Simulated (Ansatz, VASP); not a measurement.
## Zr in VASP and in Ansatz

```
Zr
1.0
     2.91643    0.00000    0.00000
    -1.45822    2.52571    0.00000
     0.00000    0.00000    2.89191
Zr
1
Cartesian
  0.0000 0.0000 0.0000
```

Alike in both runs: functional PBE; k mesh 15 × 15 × 14; occupations fermi-dirac, width 0.05 eV; no spin polarisation.

Ansatz relaxed the structure, and its values are those at the end. VASP's run is a single point on that final structure, the one shown.

|  | VASP | Ansatz |
| --- | --- | --- |
| version | VASP 6.6.1 | Ansatz 0.2.0 |
| potentials or method | VASP PAW PBE potentials, release 64 (Zr_sv), cutoff 520 eV | all-electron LAPW, scalar-relativistic |

|  | VASP | Ansatz | Ansatz less VASP |
| --- | --- | --- | --- |
| pressure (GPa) | 11.1 | 11.0 | -0.04 |

Ansatz ran all-electron here, so the differences hold the error of VASP's frozen core and of both bases.
